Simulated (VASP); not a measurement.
# From VASP inputs to Ansatz: Sn (distorted diamond)

INCAR

```
ALGO = Normal
EDIFF = 1E-7
LASPH = .TRUE.
NELM = 120
IBRION = -1
ISIF = 2
METAGGA = R2SCAN
ISMEAR = -1
PREC = Accurate
LWAVE = .FALSE.
ENCUT = 520
NSW = 0
SIGMA = 0.02
NBANDS = 21
LCHARG = .FALSE.
LREAL = .FALSE.
```

KPOINTS

```
KPOINTS created by Atomic Simulation Environment
0
Gamma
6 6 6
0 0 0
```

POSCAR

```
Sn
 1.0000000000000000
    -0.0147000000000000    3.3136999999999999    3.2402000000000002
     3.3782999999999999   -0.0551000000000000    3.2806999999999999
     3.3534000000000002    3.3292999999999999   -0.0303000000000000
 Sn
   2
Cartesian
  0.0586272900000000  3.3535773199999999  3.2598640000000003
  1.7331130500000000  1.6187356799999999  1.6659317300000001
```

VASP ran with the recommended PBE PAW datasets (28 valence electrons in the cell).

Q: Translate these files to an Ansatz input.

A: 

```yaml
crystal:
  lattice:
    - [-0.0147, 3.3137, 3.2402]
    - [3.3783, -0.0551, 3.2807]
    - [3.3534, 3.3293, -0.0303]
  atoms:
    - { symbol: Sn, position: [0.9982, 0.0079, 0.0139] }
    - { symbol: Sn, position: [0.2445, 0.2686, 0.2473] }
kpoints:
  mp_grid: { grid: [6, 6, 6] }
hamiltonian:
  xc: r2scan
scf:
  occupations: { method: fermi_dirac, width: 0.02 }
  n_extra_bands: 4
output:
  forces: true
  stress: true
  eigenvalues: true
```

Other inputs would serve too.

```
                                                                      VASP                             Ansatz
gap between bands v and c on the k mesh  -0.14 eV (bands overlap: a metal)  -0.13 eV (bands overlap: a metal)
         least direct gap on the k mesh                            0.32 eV                            0.32 eV
                               pressure                           -1.6 GPa                           -1.6 GPa
                          largest force                          0.52 eV/Å                          0.52 eV/Å
```

Datasets and cutoffs are each program's own. VASP's cell holds 28 valence electrons and Ansatz's 28. Ansatz's stress includes a Pulay correction; VASP's doesn't.
